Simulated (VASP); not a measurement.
# GaSb (F-43m) in VASP: notebook

Aim: see how the results for GaSb move with the level of theory and the settings. Levels: LDA, PBEsol. Tasks: single point.

Everything below comes from runs of VASP 6.6.1. Logs are shortened: lines on timing, memory, paths and dates and some standing lists are left out, and cuts for length are marked.

**The experiment to reproduce.**

From a printed reference work, data compilation, for a bulk crystal of GaSb at 4.2 K: band gap 0.811 eV (direct).

How close the calculation comes is told below.

## (1) The cell of the first run

It takes space group F-43m (No. 216, cubic). Conventional cell: a = 6.050 Å, b = 6.050 Å, c = 6.050 Å, α = 90.00°, β = 90.00°, γ = 90.00°. Ga (site symmetry -43m) has 4 Sb at 2.62 Å within 3.5 Å. Within 3.5 Å of Sb (site symmetry -43m) lie 4 Ga at 2.62 Å.

## (2) Single point, LDA

INCAR reads:

```
ALGO = Normal
EDIFF = 1E-7
ENCUT = 520
ISIF = 2
ISMEAR = -1
LASPH = True
LCHARG = True
LELF = True
LREAL = False
LVHAR = True
LWAVE = False
NBANDS = 16
NELM = 60
PREC = Accurate
SIGMA = 0.02
```

KPOINTS reads:

```
k-points
0
Gamma
  6 6 6
```

POSCAR reads:

```
GaSb
1.0
    0.0000000000      3.0252249244      3.0252249244
    3.0252249244      0.0000000000      3.0252249244
    3.0252249244      3.0252249244      0.0000000000
Ga Sb
1 1
Direct
    0.0000000000      0.0000000000      0.0000000000
    0.2500000000      0.2500000000      0.2500000000
```

Potentials or basis: VASP PAW LDA potentials, release 64 (Ga_d, Sb).

Command:

```
> cat potpaw_LDA.64/Ga_d/POTCAR potpaw_LDA.64/Sb/POTCAR > POTCAR
> mpirun -np 1 vasp_std > vasp.out
```

OUTCAR:

```text
EDIFF = 1E-7
   ENCUT = 520
   ISIF = 2
   ISMEAR = -1
   LASPH = True
   LREAL = False
   NELM = 60
   PREC = Accurate

 ion  position               nearest neighbor table
   1  0.000  0.000  0.000-   2 2.62   2 2.62   2 2.62   2 2.62
   2  0.250  0.250  0.250-   1 2.62   1 2.62   1 2.62   1 2.62

  LATTYP: Found a face centered cubic cell.
 ALAT       =     6.0504498488

  Lattice vectors:

 A1 = (   0.0000000000,   3.0252249244,   3.0252249244)
 A2 = (   3.0252249244,   0.0000000000,   3.0252249244)
 A3 = (   3.0252249244,   3.0252249244,   0.0000000000)

Analysis of symmetry for initial positions (statically):
=====================================================================
 Subroutine PRICEL returns:
 Original cell was already a primitive cell.

 Routine SETGRP: Setting up the symmetry group for a
 face centered cubic supercell.

 Subroutine GETGRP returns: Found 24 space group operations
 (whereof 24 operations were pure point group operations)
 out of a pool of 48 trial point group operations.

The static configuration has the point symmetry T_d .

Analysis of symmetry for dynamics (positions and initial velocities):
=====================================================================
 Subroutine PRICEL returns:
 Original cell was already a primitive cell.

 Routine SETGRP: Setting up the symmetry group for a
 face centered cubic supercell.

 Subroutine GETGRP returns: Found 24 space group operations
 (whereof 24 operations were pure point group operations)
 out of a pool of 48 trial point group operations.

The dynamic configuration has the point symmetry T_d .

 Subroutine INISYM returns: Found 24 space group operations
 (whereof 24 operations are pure point group operations),
 and found     1 'primitive' translations

----------------------------------------------------------------------------------------

                                     Primitive cell

  volume of cell :      55.3736

  direct lattice vectors                    reciprocal lattice vectors
     0.000000000  3.025224924  3.025224924    -0.165276967  0.165276967  0.165276967
     3.025224924  0.000000000  3.025224924     0.165276967 -0.165276967  0.165276967
     3.025224924  3.025224924  0.000000000     0.165276967  0.165276967 -0.165276967

  length of vectors
     4.278314117  4.278314117  4.278314117     0.286268104  0.286268104  0.286268104

  position of ions in fractional coordinates (direct lattice)
     0.000000000  0.000000000  0.000000000
     0.250000000  0.250000000  0.250000000

  ion indices of the primitive-cell ions
   primitive index   ion index
                 1           1
                 2           2

----------------------------------------------------------------------------------------

 KPOINTS: k-points

Automatic generation of k-mesh.
 Grid dimensions read from file:
 generate k-points for:    6    6    6

 Generating k-lattice:

  Cartesian coordinates                     Fractional coordinates (reciprocal lattice)
    -0.027546161  0.027546161  0.027546161     0.166666667  0.000000000  0.000000000
     0.027546161 -0.027546161  0.027546161     0.000000000  0.166666667  0.000000000
     0.027546161  0.027546161 -0.027546161     0.000000000  0.000000000  0.166666667

  Length of vectors
     0.047711351  0.047711351  0.047711351

  Shift w.r.t. Gamma in fractional coordinates (k-lattice)
     0.000000000  0.000000000  0.000000000

 Subroutine IBZKPT returns following result:
 ===========================================

 Found     16 irreducible k-points:

 Following reciprocal coordinates:
            Coordinates               Weight
  0.000000  0.000000  0.000000      1.000000
  0.166667  0.000000  0.000000      8.000000
  0.333333  0.000000  0.000000      8.000000
  0.500000  0.000000  0.000000      4.000000
  0.166667  0.166667  0.000000      6.000000
  0.333333  0.166667  0.000000     24.000000
[... 8 lines left out ...]
 -0.333333  0.333333  0.166667     24.000000
 -0.333333  0.500000  0.166667     12.000000
   k-points           NKPTS =     16   k-points in BZ     NKDIM =     16   number of bands    NBANDS=     16
   number of dos      NEDOS =    301   number of ions     NIONS =      2
   total plane-waves  NPLWV =  32768
   dimension x,y,z NGX =    32 NGY =   32 NGZ =   32
   dimension x,y,z NGXF=    64 NGYF=   64 NGZF=   64
   ions per type =               1   1
   NGX,Y,Z   is equivalent  to a cutoff of  12.43, 12.43, 12.43 a.u.
   NGXF,Y,Z  is equivalent  to a cutoff of  24.87, 24.87, 24.87 a.u.
 SYSTEM =  unknown system
   PREC   = accura    normal or accurate (medium, high low for compatibility)
   ISTART =      0    job   : 0-new  1-cont  2-samecut
   ICHARG =      2    charge: 1-file 2-atom 10-const
   ISPIN  =      1    spin polarized calculation?
   LNONCOLLINEAR =      F non collinear calculations
   LSORBIT =      F    spin-orbit coupling
   LASPH  =      T    aspherical Exc in radial PAW
   ENCUT  =  520.0 eV  38.22 Ry    6.18 a.u.   7.95  7.95  7.95*2*pi/ulx,y,z
   NELM   =     60;   NELMIN=  2; NELMDL= -5     # of ELM steps
   EDIFF  = 0.1E-06   stopping-criterion for ELM
   LREAL  =      F    real-space projection
   EDIFFG = 0.1E-05   stopping-criterion for IOM
   NSW    =      0    number of steps for IOM
   IBRION =     -1    ionic relax: 0-MD 1-quasi-New 2-CG
   NFREE  =      0    steps in history (QN), initial steepest desc. (CG)
   ISIF   =      2    stress and relaxation
   ISYM   =      2    0-nonsym 1-usesym 2-fastsym
   POTIM  = 0.5000    time-step for ionic-motion
   TEBEG  =    0.0;   TEEND  =   0.0 temperature during run
   PSTRESS=    0.0 pullay stress
   NELECT =      18.0000    total number of electrons
   NUPDOWN=      -1.0000    fix difference up-down
   EMIN   =  10.00;   EMAX   =-10.00  energy-range for DOS
   EFERMI =   0.00;   METHOD = LEGACY
   ISMEAR =    -1;   SIGMA  =   0.02  broadening in eV -4-tet -1-fermi 0-gaus
   EFERMI_NEDOS =   21; number of points for ismear=-14 and -15
   IALGO  =     38    algorithm
   IMIX   =      4    mixing-type and parameters
     AMIX     =   0.40;   BMIX     =  1.00
     AMIX_MAG =   1.60;   BMIX_MAG =  1.00
  volume/ion in A,a.u.               =      27.69       186.84
  Fermi-wavevector in a.u.,A,eV,Ry     =   1.125636  2.127144 17.239351  1.267057
  Thomas-Fermi vector in A             =   2.262314
   LORBIT       =      0    0 simple, 1 ext, 2 COOP (PROOUT), +10 PAW based schemes
   GGA     = CA    functional components
   LHFCALC =     F    Hartree Fock is set to
   AEXX    =    0.0000 exact exchange contribution
   IVDW    =     0    specifies the selected vdW correction
   LEPSILON=     F    determine dielectric tensor
   LRPA    =     F    only Hartree local field effects (RPA)
 non-spin polarized calculation
  energy-cutoff  :      520.00
  volume of cell :       55.37
 maximum number of plane-waves:      1524
   NGX = 15   NGY = 15   NGZ = 15

 number of electron      17.9999989 magnetization

 Free energy of the ion-electron system (eV)
  ---------------------------------------------------
  ext. energy  EPLUGINS =         0.00000000
  ---------------------------------------------------
  free energy    TOTEN  =        -8.63989032 eV

  energy without entropy =       -8.63974737  energy(sigma->0) =       -8.63981885

 E-fermi :   5.1041     XC(G=0):  -9.5376

 val. band max:        5.0370380120   @ k =   0.0000   0.0000   0.0000
 cond. band min:       5.1476851073   @ k =   0.0000   0.0000   0.0000
 fundamental gap:      0.1106470953
 Fermi energy:         5.1040736347

 k-point     1 :       0.0000    0.0000    0.0000
  band No.  band energies     occupation
      1     -10.1889      2.00000
      2     -10.1889      2.00000
      3     -10.1889      2.00000
      4     -10.1346      2.00000
      5     -10.1346      2.00000
      6      -6.7167      2.00000
[... 8 lines left out ...]
     15      13.6530      0.00000
     16      13.6530      0.00000

 k-point     2 :       0.1667    0.0000    0.0000
  band No.  band energies     occupation
      1     -10.1968      2.00000
      2     -10.1855      2.00000
      3     -10.1855      2.00000
      4     -10.1350      2.00000
      5     -10.1350      2.00000
      6      -6.4233      2.00000
[... 8 lines left out ...]
     15      12.6116      0.00000
     16      12.6116      0.00000

 k-point     3 :       0.3333    0.0000    0.0000
  band No.  band energies     occupation
      1     -10.2124      2.00000
      2     -10.1795      2.00000
      3     -10.1795      2.00000
      4     -10.1349      2.00000
      5     -10.1349      2.00000
      6      -5.6366      2.00000
[... 8 lines left out ...]
     15      13.1316      0.00000
     16      13.1316      0.00000

 k-point     4 :       0.5000    0.0000    0.0000
  band No.  band energies     occupation
      1     -10.2200      2.00000
      2     -10.1770      2.00000
      3     -10.1770      2.00000
      4     -10.1344      2.00000
      5     -10.1344      2.00000
      6      -5.0078      2.00000
[... 8 lines left out ...]
     15      14.9522      0.00000
     16      14.9522      0.00000
[... 172 lines left out ...]
 k-point    14 :       0.5000    0.3333    0.1667
  band No.  band energies     occupation
      1     -10.2250      2.00000
      2     -10.1727      2.00000
      3     -10.1696      2.00000
      4     -10.1408      2.00000
      5     -10.1332      2.00000
      6      -4.9616      2.00000
[... 8 lines left out ...]
     15      14.0688      0.00000
     16      16.0593      0.00000

 k-point    15 :      -0.3333    0.3333    0.1667
  band No.  band energies     occupation
      1     -10.2285      2.00000
      2     -10.1720      2.00000
      3     -10.1668      2.00000
      4     -10.1399      2.00000
      5     -10.1346      2.00000
      6      -4.3953      2.00000
[... 8 lines left out ...]
     15      15.5054      0.00000
     16      15.7305      0.00000

 k-point    16 :      -0.3333    0.5000    0.1667
  band No.  band energies     occupation
      1     -10.2336      2.00000
      2     -10.1678      2.00000
      3     -10.1631      2.00000
      4     -10.1435      2.00000
      5     -10.1330      2.00000
      6      -4.0928      2.00000
[... 8 lines left out ...]
     15      15.0820      0.00000
     16      16.3832      0.00000

------------------------ aborting loop because EDIFF is reached ----------------------------------------

  FORCE on cell =-STRESS in cart. coord.  units (eV):
  Direction    XX          YY          ZZ          XY          YZ          ZX
  --------------------------------------------------------------------------------------
  -------------------------------------------------------------------------------------
  Total        0.0401670      0.0401670      0.0401670      0.0000000      0.0000000     -0.0000000
  in kB        1.1621905      1.1621905      1.1621905      0.0000000      0.0000000     -0.0000000
  external PRESSURE =       1.1621905 kB  Pullay stress =       0.0000000 kB

 VOLUME and BASIS-vectors are now :
 -----------------------------------------------------------------------------
  energy-cutoff  :      520.00
  volume of cell :       55.37
      direct lattice vectors                 reciprocal lattice vectors
     0.000000000  3.025224924  3.025224924    -0.165276967  0.165276967  0.165276967
     3.025224924  0.000000000  3.025224924     0.165276967 -0.165276967  0.165276967
     3.025224924  3.025224924  0.000000000     0.165276967  0.165276967 -0.165276967

 POSITION                                       TOTAL-FORCE (eV/Angst)
 -----------------------------------------------------------------------------------
      0.00000      0.00000      0.00000         0.000000      0.000000      0.000000
      1.51261      1.51261      1.51261        -0.000000     -0.000000     -0.000000
 -----------------------------------------------------------------------------------
    total drift:                                0.000000      0.000000      0.000001

  FREE ENERGIE OF THE ION-ELECTRON SYSTEM (eV)
  ---------------------------------------------------
  free  energy   TOTEN  =        -8.6398903193 eV

  energy  without entropy=       -8.6397473719  energy(sigma->0) =       -8.63981885
```

It took 9.4 s on 1 thread of Intel Xeon Platinum 8259CL at 2.50GHz (Skylake/Cascade Lake), shared host; peak memory 0.16 GiB.

Results:

| Property | Result |
| --- | --- |
| Free energy | -8.6399 eV |
| Pressure | 0.1 GPa |
| Band gap on the k mesh | 0.11 eV, direct |

Caveat: spin-orbit coupling is left out, which moves the levels of the heavy elements.

## (3) Single point, PBEsol

This run uses another cell than the first one, of 28.58 Å³/atom, 1.032 times its volume.

INCAR reads:

```
PREC = Accurate
ENCUT = 520
EDIFF = 1E-6
ISMEAR = -1
SIGMA = 0.02
LREAL = False
LASPH = True
NELM = 80
ALGO = Normal
ISIF = 2
LWAVE = False
LCHARG = False
GGA = PS
NBANDS = 16
```

KPOINTS reads:

```
regular mesh
0
Gamma
  6 6 6
```

POSCAR reads:

```
GaSb
1.0
    0.0000000000      3.0573633369      3.0573633369
    3.0573633369      0.0000000000      3.0573633369
    3.0573633369      3.0573633369      0.0000000000
Ga Sb
1 1
Direct
    0.0000000000      0.0000000000      0.0000000000
    0.2500000000      0.2500000000      0.2500000000
```

Potentials or basis: VASP PAW PBE potentials, release 64 (Ga_d, Sb).

Command:

```
> cat potpaw_PBE.64/Ga_d/POTCAR potpaw_PBE.64/Sb/POTCAR > POTCAR
> mpirun -np 1 vasp_std > vasp.out
```

It took 11 s on 1 thread of Intel Xeon Platinum 8259CL at 2.50GHz (Skylake/Cascade Lake), shared host; peak memory 0.18 GiB.

The run converged. Its results:

| Property | Result |
| --- | --- |
| Free energy | -8.1220 eV |
| Pressure | 0.1 GPa |
| Band gap on the k mesh | zero (filled and empty bands touch) |

Levels at points of the mesh, in eV from the Fermi level:
| k point | band 6 | band 7 | band 8 | band 9 | band 10 | band 11 | band 12 | band 13 |
| --- | --- | --- | --- | --- | --- | --- | --- | --- |
| (0.00, 0.00, 0.00) | -11.54 | -0.02 | -0.02 | -0.02 | -0.02 | 2.73 | 2.73 | 2.73 |
| (0.50, 0.00, 0.00) | -9.90 | -6.43 | -1.18 | -1.18 | 0.33 | 3.69 | 3.69 | 6.29 |
| (0.50, 0.50, 0.00) | -9.07 | -6.87 | -2.62 | -2.62 | 0.81 | 1.13 | 8.65 | 8.65 |

Caveat: the PAW data sets were made with another functional, which shifts forces and pressure a little; spin-orbit coupling is left out, which moves the levels of the heavy elements.

## (4) How close it comes

Step 2. Measured gap of GaSb: 0.811 eV (direct; 4.2 K; a printed reference work, data compilation). This calculation gives 0.11 eV (-0.70 eV). Spin-orbit coupling on Ga, Sb is left out. The value is that of LDA on a finite k mesh, which can miss the band edges, without temperature or zero-point motion. Semilocal functionals fall short of measured gaps as a rule.

Step 3. Against the measured gap of GaSb, 0.811 eV (direct; 4.2 K; a printed reference work, data compilation), the calculated 0.00 eV is off by -0.81 eV. Spin-orbit coupling on Ga, Sb is left out. The value is that of PBEsol on a finite k mesh, which can miss the band edges, without temperature or zero-point motion. Semilocal functionals fall short of measured gaps as a rule.
